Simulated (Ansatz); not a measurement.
## Sb in Ansatz: the effect of functional

The system is Sb.

```
Sb
1.0
    -1.83314    1.83314    1.83314
     1.83314   -1.83314    1.83314
     1.83314    1.83314   -1.83314
Sb
1
Direct
  0.00000 0.00000 0.00000
```

This isn't the form of Sb at room conditions, which is rhombohedral.

The cell isn't the ideal one: volume scaled by 0.94.

Alike in all runs:

```yaml
Program: Ansatz 0.2.0
Task: single point
Potentials_or_basis: Ansatz PAW
k_mesh: 10 × 10 × 10
Occupations: fermi-dirac, width 0.05 eV
Spin: no spin polarisation
```

One run gave: pressure 7.5 GPa. Which functional did it use?
A. LDA
B. r2SCAN
C. PBEsol

B.

| functional | cutoff | pressure (GPa) |
| --- | --- | --- |
| LDA | 420 eV (not typed: the program's choice for these potentials) | 3.3 |
| PBEsol | 420 eV (not typed: the program's choice for these potentials) | 4.7 |
| r2SCAN | 500 eV (not typed: the program's choice for these potentials) | 7.5 |

Caveats: the PAW data sets come from PBE, with cores solved anew for the run's functional, which leaves a small shift of forces and pressure.
